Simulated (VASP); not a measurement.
# TiO2 (C2/m) in VASP: band structure with PBE

Aim: the band structure of TiO2 with PBE.

Program: VASP 6.6.1. These are calculated values, not measurements. Logs are shortened: lines on timing, memory, paths and dates and some standing lists are left out, and cuts for length are marked.

## (1) The crystal as given

The structure is monoclinic, space group C2/m (No. 12). The conventional cell has a = 12.307 Å, b = 3.767 Å, c = 6.616 Å, α = 90.00°, β = 106.95°, γ = 90.00°. Ti (site symmetry m) is surrounded by 4 O at 1.86 to 1.94 Å. Ti (site symmetry m) is surrounded by 5 O at 1.78 to 2.03 Å. O (site symmetry m) is surrounded by 3 Ti at 1.94 to 2.03 Å. Around O (site symmetry m) lie 3 Ti at 1.96 to 2.16 Å. Around O (site symmetry m) lie 2 Ti at 1.78 to 1.87 Å. Around O (site symmetry m) lie 2 Ti at 1.86 to 1.93 Å.

The cell comes from a database or a generator and needn't be the stable form of this composition.

## (2) Band structure, PBE

Contents of INCAR:

```
  ALGO = Normal
  EDIFF = 1E-6
  ENCUT = 500
  GGA = PE
  ISIF = 2
  ISMEAR = -1
  LASPH = True
  LCHARG = False
  LMAXMIX = 4
  LREAL = False
  LWAVE = False
  NBANDS = 44
  NELM = 80
  PREC = Accurate
  SIGMA = 0.05
```

Contents of KPOINTS:

```
k-points
0
Gamma
  8 8 4
```

Contents of POSCAR:

```
TiO2
1.0
    6.1535771931     -1.8834685000      0.0000000000
    6.1535771931      1.8834685000      0.0000000000
   -1.9283261078      0.0000000000      6.3289668713
Ti O
4 8
Direct
    0.9000710000      0.9000710000      0.2896020000
    0.1952860000      0.1952860000      0.2837620000
    0.0999290000      0.0999290000      0.7103980000
    0.8047140000      0.8047140000      0.7162380000
    0.3619310000      0.3619310000      0.2933970000
    0.2634885000      0.2634885000      0.6525000000
    0.8671885000      0.8671885000      0.9952910000
    0.7365115000      0.7365115000      0.3475000000
    0.9416475000      0.9416475000      0.6300210000
    0.1328115000      0.1328115000      0.0047090000
    0.6380690000      0.6380690000      0.7066030000
    0.0583525000      0.0583525000      0.3699790000
```

Contents of KPOINTS_OPT:

```
path GYFLI,I1ZF1,YX1,XGN,MG
15
line-mode
reciprocal
 0.0000000000  0.0000000000  0.0000000000  G
 0.5000000000  0.5000000000  1.0000000000  Y

 0.5000000000  0.5000000000  1.0000000000  Y
-0.9361180477 -0.9361180477  2.1067149013  F

-0.9361180477 -0.9361180477  2.1067149013  F
 0.5000000000  0.5000000000  0.5000000000  L

 0.5000000000  0.5000000000  0.5000000000  L
 0.2894712774  0.7105287226  0.5000000000  I

-0.2894712774  0.2894712774 -0.5000000000  I1
 0.0000000000  0.0000000000 -0.5000000000  Z

 0.0000000000  0.0000000000 -0.5000000000  Z
 1.9361180477  1.9361180477 -1.1067149013  F1

 0.5000000000  0.5000000000  1.0000000000  Y
 0.3919103315  0.6080896685  1.0000000000  X1

-0.3919103315  0.3919103315  0.0000000000  X
 0.0000000000  0.0000000000  0.0000000000  G

 0.0000000000  0.0000000000  0.0000000000  G
 0.0000000000  0.5000000000  0.5000000000  N

 0.0000000000  0.5000000000  0.0000000000  M
 0.0000000000  0.0000000000  0.0000000000  G
```

Potentials or basis: VASP PAW PBE potentials, release 64 (Ti, O).

Run with:

```bash
> cat potpaw_PBE.64/Ti/POTCAR potpaw_PBE.64/O/POTCAR > POTCAR
> mpirun -np 1 vasp_std > vasp.out
```

OUTCAR:

```text
EDIFF = 1E-6
   ENCUT = 500
   GGA = PE
   ISIF = 2
   ISMEAR = -1
   LASPH = True
   LREAL = False
   NELM = 80
   PREC = Accurate

 ion  position               nearest neighbor table
   1  0.900  0.900  0.290-  12 1.86   7 1.87   5 1.94   5 1.94   8 2.16   9 2.16   3 3.13   2 3.14
                             2 3.14
   2  0.195  0.195  0.284-  10 1.78  12 1.93   8 1.96   8 1.96   5 2.03   6 2.34   1 3.14   1 3.14

   3  0.100  0.100  0.710-   9 1.86  10 1.87  11 1.94  11 1.94   6 2.16  12 2.16   1 3.13   4 3.14
                             4 3.14
   4  0.805  0.805  0.716-   7 1.78   9 1.93   6 1.96   6 1.96  11 2.03   8 2.34   3 3.14   3 3.14

   5  0.362  0.362  0.293-   1 1.94   1 1.94   2 2.03
   6  0.263  0.263  0.653-   4 1.96   4 1.96   3 2.16   2 2.34
   7  0.867  0.867  0.995-   4 1.78   1 1.87
   8  0.737  0.737  0.347-   2 1.96   2 1.96   1 2.16   4 2.34
   9  0.942  0.942  0.630-   3 1.86   4 1.93   1 2.16
  10  0.133  0.133  0.005-   2 1.78   3 1.87
  11  0.638  0.638  0.707-   3 1.94   3 1.94   4 2.03
  12  0.058  0.058  0.370-   1 1.86   2 1.93   3 2.16

  LATTYP: Found a base centered monoclinic cell.
 ALAT       =    12.3071543862
 B/A-ratio  =     0.3060770087
 C/A-ratio  =     0.5375907333
 COS(beta)  =    -0.2914546970

  Lattice vectors:

 A1 = (   6.1535771931,  -1.8834685000,   0.0000000000)
 A2 = (   6.1535771931,   1.8834685000,   0.0000000000)
 A3 = (  -1.9283261078,   0.0000000000,   6.3289668713)

Analysis of symmetry for initial positions (statically):
=====================================================================
 Subroutine PRICEL returns:
 Original cell was already a primitive cell.

 Routine SETGRP: Setting up the symmetry group for a
 base centered monoclinic supercell.

 Subroutine GETGRP returns: Found  4 space group operations
 (whereof  4 operations were pure point group operations)
 out of a pool of  4 trial point group operations.

The static configuration has the point symmetry C_2h.

Analysis of symmetry for dynamics (positions and initial velocities):
=====================================================================
 Subroutine PRICEL returns:
 Original cell was already a primitive cell.

 Routine SETGRP: Setting up the symmetry group for a
 base centered monoclinic supercell.

 Subroutine GETGRP returns: Found  4 space group operations
 (whereof  4 operations were pure point group operations)
 out of a pool of  4 trial point group operations.

The dynamic configuration has the point symmetry C_2h.

 Subroutine INISYM returns: Found  4 space group operations
 (whereof  4 operations are pure point group operations),
 and found     1 'primitive' translations

----------------------------------------------------------------------------------------

                                     Primitive cell

  volume of cell :     146.7063

  direct lattice vectors                    reciprocal lattice vectors
     6.153577193 -1.883468500  0.000000000     0.081253551 -0.265467673  0.024756544
     6.153577193  1.883468500  0.000000000     0.081253551  0.265467673  0.024756544
    -1.928326108  0.000000000  6.328966871     0.000000000  0.000000000  0.158003671

  length of vectors
     6.435368355  6.435368355  6.616212152     0.278725872  0.278725872  0.158003671

  position of ions in fractional coordinates (direct lattice)
     0.900071000  0.900071000  0.289602000
     0.195286000  0.195286000  0.283762000
     0.099929000  0.099929000  0.710398000
     0.804714000  0.804714000  0.716238000
     0.361931000  0.361931000  0.293397000
     0.263488500  0.263488500  0.652500000
     0.867188500  0.867188500  0.995291000
     0.736511500  0.736511500  0.347500000
     0.941647500  0.941647500  0.630021000
     0.132811500  0.132811500  0.004709000
     0.638069000  0.638069000  0.706603000
     0.058352500  0.058352500  0.369979000

  ion indices of the primitive-cell ions
   primitive index   ion index
                 1           1
                 2           2
                 3           3
                 4           4
                 5           5
                 6           6
                 7           7
                 8           8
                 9           9
                10          10
                11          11
                12          12

----------------------------------------------------------------------------------------

 KPOINTS: k-points

Automatic generation of k-mesh.
 Grid dimensions read from file:
 generate k-points for:    8    8    4

 Generating k-lattice:

  Cartesian coordinates                     Fractional coordinates (reciprocal lattice)
     0.010156694 -0.033183459  0.003094568     0.125000000  0.000000000  0.000000000
     0.010156694  0.033183459  0.003094568     0.000000000  0.125000000  0.000000000
     0.000000000  0.000000000  0.039500918     0.000000000  0.000000000  0.250000000

  Length of vectors
     0.034840734  0.034840734  0.039500918

  Shift w.r.t. Gamma in fractional coordinates (k-lattice)
     0.000000000  0.000000000  0.000000000

 Subroutine IBZKPT returns following result:
 ===========================================

 Found     78 irreducible k-points:

 Following reciprocal coordinates:
            Coordinates               Weight
  0.000000  0.000000  0.000000      1.000000
  0.125000  0.000000  0.000000      4.000000
  0.250000  0.000000  0.000000      4.000000
  0.375000  0.000000 -0.000000      4.000000
  0.500000  0.000000  0.000000      2.000000
  0.125000  0.125000  0.000000      2.000000
[... 16 lines left out ...]
  0.125000  0.000000  0.250000      4.000000
  0.250000  0.000000  0.250000      4.000000
 [... further k-points ...]
   k-points           NKPTS =     78   k-points in BZ     NKDIM =     78   number of bands    NBANDS=     44
   number of dos      NEDOS =    301   number of ions     NIONS =     12
   total plane-waves  NPLWV = 110592
   dimension x,y,z NGX =    48 NGY =   48 NGZ =   48
   dimension x,y,z NGXF=    96 NGYF=   96 NGZF=   96
   ions per type =               4   8
   NGX,Y,Z   is equivalent  to a cutoff of  12.40, 12.40, 12.06 a.u.
   NGXF,Y,Z  is equivalent  to a cutoff of  24.80, 24.80, 24.12 a.u.
 SYSTEM =  unknown system
   PREC   = accura    normal or accurate (medium, high low for compatibility)
   ISTART =      0    job   : 0-new  1-cont  2-samecut
   ICHARG =      2    charge: 1-file 2-atom 10-const
   ISPIN  =      1    spin polarized calculation?
   LNONCOLLINEAR =      F non collinear calculations
   LSORBIT =      F    spin-orbit coupling
   LASPH  =      T    aspherical Exc in radial PAW
   ENCUT  =  500.0 eV  36.75 Ry    6.06 a.u.  11.73 11.73 12.06*2*pi/ulx,y,z
   NELM   =     80;   NELMIN=  2; NELMDL= -5     # of ELM steps
   EDIFF  = 0.1E-05   stopping-criterion for ELM
   LREAL  =      F    real-space projection
   EDIFFG = 0.1E-04   stopping-criterion for IOM
   NSW    =      0    number of steps for IOM
   IBRION =     -1    ionic relax: 0-MD 1-quasi-New 2-CG
   NFREE  =      0    steps in history (QN), initial steepest desc. (CG)
   ISIF   =      2    stress and relaxation
   ISYM   =      2    0-nonsym 1-usesym 2-fastsym
   POTIM  = 0.5000    time-step for ionic-motion
   TEBEG  =    0.0;   TEEND  =   0.0 temperature during run
   PSTRESS=    0.0 pullay stress
   NELECT =      64.0000    total number of electrons
   NUPDOWN=      -1.0000    fix difference up-down
   EMIN   =  10.00;   EMAX   =-10.00  energy-range for DOS
   EFERMI =   0.00;   METHOD = LEGACY
   ISMEAR =    -1;   SIGMA  =   0.05  broadening in eV -4-tet -1-fermi 0-gaus
   EFERMI_NEDOS =   21; number of points for ismear=-14 and -15
   IALGO  =     38    algorithm
   IMIX   =      4    mixing-type and parameters
     AMIX     =   0.40;   BMIX     =  1.00
     AMIX_MAG =   1.60;   BMIX_MAG =  1.00
  volume/ion in A,a.u.               =      12.23        82.50
  Fermi-wavevector in a.u.,A,eV,Ry     =   1.241610  2.346303 20.974680  1.541595
  Thomas-Fermi vector in A             =   2.376000
   LORBIT       =      0    0 simple, 1 ext, 2 COOP (PROOUT), +10 PAW based schemes
   GGA     = PE    functional components
   LHFCALC =     F    Hartree Fock is set to
   AEXX    =    0.0000 exact exchange contribution
   IVDW    =     0    specifies the selected vdW correction
   LEPSILON=     F    determine dielectric tensor
   LRPA    =     F    only Hartree local field effects (RPA)
 non-spin polarized calculation
  energy-cutoff  :      500.00
  volume of cell :      146.71
 maximum number of plane-waves:      3742
   NGX = 23   NGY = 23   NGZ = 25

 number of electron      64.0000015 magnetization

 Free energy of the ion-electron system (eV)
  ---------------------------------------------------
  ext. energy  EPLUGINS =         0.00000000
  ---------------------------------------------------
  free energy    TOTEN  =      -105.93021325 eV

  energy without entropy =     -105.93021325  energy(sigma->0) =     -105.93021325

 E-fermi :   1.1426     XC(G=0): -10.0768

 val. band max:       -0.0175097321   @ k =  -0.3750   0.2500   0.5000
 cond. band min:       2.5406154685   @ k =   0.0000   0.0000   0.0000
 fundamental gap:      2.5581252007
 Fermi energy:         1.1425795682

 k-point     1 :       0.0000    0.0000    0.0000
  band No.  band energies     occupation
      1     -17.4145      2.00000
      2     -16.7250      2.00000
      3     -16.3586      2.00000
      4     -16.2277      2.00000
      5     -16.1337      2.00000
      6     -16.1140      2.00000
[... 36 lines left out ...]
     43       4.6272      0.00000
     44       4.8091      0.00000

 k-point     2 :       0.1250    0.0000    0.0000
  band No.  band energies     occupation
      1     -17.3357      2.00000
      2     -16.6557      2.00000
      3     -16.3371      2.00000
      4     -16.2165      2.00000
      5     -16.1131      2.00000
      6     -16.0838      2.00000
[... 1026 lines left out ...]
 k-point    24 :       0.2500    0.0000    0.2500
  band No.  band energies     occupation
      1     -17.0796      2.00000
      2     -16.5063      2.00000
      3     -16.3450      2.00000
      4     -16.1625      2.00000
      5     -16.0961      2.00000
      6     -16.0264      2.00000
[... 36 lines left out ...]
     43       4.3652      0.00000
     44       4.3960      0.00000

 [... further k-points ...]
[... 5 lines left out ...]
  --------------------------------------------------------------------------------------
  -------------------------------------------------------------------------------------
  Total        1.1435139      1.1584517      2.8008940      0.0000000      0.0000000      0.3048879
  in kB       12.4882962     12.6514321     30.5885172      0.0000000      0.0000000      3.3296756
  external PRESSURE =      18.5760818 kB  Pullay stress =       0.0000000 kB

 VOLUME and BASIS-vectors are now :
 -----------------------------------------------------------------------------
  energy-cutoff  :      500.00
  volume of cell :      146.71
      direct lattice vectors                 reciprocal lattice vectors
     6.153577193 -1.883468500  0.000000000     0.081253551 -0.265467673  0.024756544
     6.153577193  1.883468500  0.000000000     0.081253551  0.265467673  0.024756544
    -1.928326108  0.000000000  6.328966871     0.000000000  0.000000000  0.158003671

 POSITION                                       TOTAL-FORCE (eV/Angst)
 -----------------------------------------------------------------------------------
     10.51887      0.00000      1.83288        -0.248518      0.000000      0.196423
      1.85623      0.00000      1.79592         0.106325      0.000000      0.462243
     -0.14004      0.00000      4.49609         0.248518      0.000000     -0.196423
      8.52260      0.00000      4.53305        -0.106325      0.000000     -0.462243
      3.88858      0.00000      1.85690        -0.025100      0.000000     -0.006848
      1.98456      0.00000      4.12965        -0.054723      0.000000     -0.027817
      8.75338      0.00000      6.29916         0.083941      0.000000      0.316866
      8.39427      0.00000      2.19932         0.054723      0.000000      0.027817
     10.37412      0.00000      3.98738        -0.098429      0.000000     -0.080995
      1.62545      0.00000      0.02980        -0.083941      0.000000     -0.316866
      6.49025      0.00000      4.47207         0.025100      0.000000      0.006848
      0.00471      0.00000      2.34158         0.098429      0.000000      0.080995
 -----------------------------------------------------------------------------------
    total drift:                                0.000000     -0.000000      0.000000

  FREE ENERGIE OF THE ION-ELECTRON SYSTEM (eV)
  ---------------------------------------------------
  free  energy   TOTEN  =      -105.9302132505 eV

  energy  without entropy=     -105.9302132505  energy(sigma->0) =     -105.93021325
```

Run time: 26 min. Hardware: 1 thread of Intel Xeon Platinum 8488C (Sapphire Rapids), shared host; peak memory 0.72 GiB.

Results:

```yaml
Free_energy: -105.9302 eV
Pressure: 1.9 GPa
Largest_force: 0.474 eV/Å
Band_gap_on_the_k_mesh: 2.56 eV, indirect (least direct gap 2.72 eV)
Band_gap_along_the_path: 2.55 eV, indirect (least direct gap 2.70 eV)
```

Forces in eV/Å, atoms in the order of the input:
```
Ti  -0.249  0.000  0.196
Ti   0.106  0.000  0.462
Ti   0.249  0.000 -0.196
Ti  -0.106  0.000 -0.462
O   -0.025  0.000 -0.007
O   -0.055  0.000 -0.028
O    0.084  0.000  0.317
O    0.055  0.000  0.028
O   -0.098  0.000 -0.081
O   -0.084  0.000 -0.317
O    0.025  0.000  0.007
O    0.098  0.000  0.081
```

Levels at the corners of the path, in eV from the valence-band top:
```tsv
point	band 28	band 29	band 30	band 31	band 32	band 33	band 34	band 35	band 36	band 37
Γ	-0.87	-0.77	-0.73	-0.33	-0.17	2.55	2.88	3.11	3.13	3.16
Y	-0.90	-0.86	-0.63	-0.36	-0.11	2.69	2.72	3.23	3.28	3.29
Y	-0.90	-0.86	-0.63	-0.36	-0.11	2.69	2.72	3.23	3.28	3.29
F	-0.87	-0.77	-0.73	-0.36	-0.23	2.56	2.89	3.10	3.15	3.19
F	-0.87	-0.77	-0.73	-0.36	-0.23	2.56	2.89	3.10	3.15	3.19
L	-1.07	-0.80	-0.42	-0.21	-0.19	2.81	2.89	3.04	3.19	3.20
L	-1.07	-0.80	-0.42	-0.21	-0.19	2.81	2.89	3.04	3.19	3.20
I	-0.91	-0.61	-0.39	-0.16	0.00	2.88	2.99	3.18	3.53	3.57
I1	-0.91	-0.61	-0.39	-0.16	0.00	2.88	2.99	3.18	3.53	3.57
Z	-0.74	-0.71	-0.67	-0.57	-0.41	2.66	2.91	3.08	3.17	3.20
Z	-0.74	-0.71	-0.67	-0.57	-0.41	2.66	2.91	3.08	3.17	3.20
F1	-0.87	-0.77	-0.73	-0.36	-0.23	2.56	2.89	3.10	3.15	3.19
Y	-0.90	-0.86	-0.63	-0.36	-0.11	2.69	2.72	3.23	3.28	3.29
X1	-0.72	-0.44	-0.40	-0.32	-0.25	2.86	3.14	3.15	3.17	3.26
X	-0.72	-0.44	-0.40	-0.32	-0.25	2.86	3.14	3.15	3.17	3.26
Γ	-0.87	-0.77	-0.73	-0.33	-0.17	2.55	2.88	3.11	3.13	3.16
Γ	-0.87	-0.77	-0.73	-0.33	-0.17	2.55	2.88	3.11	3.13	3.16
N	-0.80	-0.67	-0.52	-0.10	-0.02	2.95	3.00	3.24	3.44	3.59
M	-1.01	-0.86	-0.45	-0.23	-0.14	2.92	2.97	3.38	3.43	3.70
Γ	-0.87	-0.77	-0.73	-0.33	-0.17	2.55	2.88	3.11	3.13	3.16
```

A hybrid or GW would open this gap; PBE tends to underestimate it.
